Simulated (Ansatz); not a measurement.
# BN: the cost of one run

Computed with Ansatz 0.2.0 (DFT PBEsol, scalar-relativistic, plane waves, PAW, unless a step's input says otherwise).

3 further runs of the same task are left out: 1 that didn't finish, 2 set aside as unsound or not needed.

### 1 Starting point

Symmetry: F-43m, No. 216, cubic system. Conventional cell: a = 3.606 Å, b = 3.606 Å, c = 3.606 Å, α = 90.00°, β = 90.00°, γ = 90.00°. B (site symmetry -43m) has 4 N at 1.56 Å as nearest neighbours. N (site symmetry -43m) has 4 B at 1.56 Å as nearest neighbours.

Structure file:

```cif
data_structure
_symmetry_space_group_name_H-M 'F-43m'
_symmetry_Int_Tables_number 216
_cell_length_a 3.6057
_cell_length_b 3.6057
_cell_length_c 3.6057
_cell_angle_alpha 90.000
_cell_angle_beta 90.000
_cell_angle_gamma 90.000
_cell_volume 46.88
loop_
_atom_site_label
_atom_site_type_symbol
_atom_site_symmetry_multiplicity
_atom_site_Wyckoff_symbol
_atom_site_fract_x
_atom_site_fract_y
_atom_site_fract_z
_atom_site_occupancy
B1 B 4 a 0.00000 0.00000 0.00000 1
N1 N 4 c 0.25000 0.25000 0.25000 1
```

It goes back to an entry of the Materials Project.

It is the result of an earlier relaxation at this level (volume 5.86 Å³/atom; gap on the mesh: 4.30 eV).

### 2 Relaxing at 30 GPa

What is minimised here is the enthalpy; the energy can go up as the cell is squeezed.

input.yaml

```yaml
crystal:
  lattice:
    - [0.0, 1.8028454624, 1.8028454624]
    - [1.8028454624, 0.0, 1.8028454624]
    - [1.8028454624, 1.8028454624, 0.0]
  atoms:
    - { symbol: B, position: [0.0, 0.0, 0.0] }
    - { symbol: "N", position: [0.75, 0.75, 0.75] }
basis:
  ecutwfc: 420
kpoints:
  mp_grid: { grid: [12, 12, 12] }
hamiltonian:
  xc: pbesol
scf:
  occupations: { method: fixed }
output:
  forces: true
  stress: true
  eigenvalues: true
relax:
  adjacent_minimum: "off"
  f_tol: 0.001
  max_steps: 60
  cell: { stress_tol: 0.02, p_target: 30.0 }
```

Started as:

```sh
ansatz run input.yaml --threads 1 --pin off --max-ram 3072MiB --backend cpu --events-out ev --progress --plain --runs-dir out
```

What time and memory should one allow on 1 thread of Intel Xeon at 2.50GHz (Skylake/Cascade Lake), shared host?

About 17 s, with a peak of 0.3 GiB.
